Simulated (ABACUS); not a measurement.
## Zr under changes of volume

One of the cells (23.281 Å³/atom); the others are scaled copies at fixed shape and fractional positions:

```
Zr
1.0
     3.23200    0.00000    0.00000
    -1.61600    2.79899    0.00000
     0.00000    0.00000    5.14700
Zr
2
Direct
  0.66667 0.33333 0.75000
  0.33333 0.66667 0.25000
```

* Program: ABACUS 3.10.1
* Functional: PBEsol
* Potentials or basis: PseudoDojo NC SR 0.4.1 PBEsol standard
* Cutoff: 898 eV
* Density cutoff: 3592 eV
* Basis: plane waves
* k mesh: 9 × 9 × 5
* Occupations: fermi-dirac, width 0.05 eV
* Spin: no spin polarisation

| volume (Å³/atom) | energy over the lowest point (meV/atom) | pressure (GPa) |
| --- | --- | --- |
| 21.884 | 5.25 | 2.9 |
| 22.350 | 0.00 | 0.7 |
| 22.815 | 0.87 | -1.3 |
| 23.281 | ? | ? |
| 23.746 | 19.00 | -4.9 |
| 24.212 | 35.41 | -6.5 |
| 24.678 | 56.21 | -7.9 |

Question: What does the run at 23.281 Å³/atom give?

Answer: Energy over the lowest point 7.35 meV/atom; pressure -3.2 GPa.

Worked out: A Birch-Murnaghan fit of order 3 (a polynomial in V^(-2/3)) to the other rows has its minimum at 22.51 Å³/atom with B0 = V·E''(V) = 99 GPa and B' = 3.1 at fixed shape and positions, which overstates the stiffness. It gives 7.36 meV/atom at 23.281 Å³/atom, against the run's 7.35, and -dE/dV = -3.1 GPa, against -3.2.

Energies are extrapolated to zero smearing.
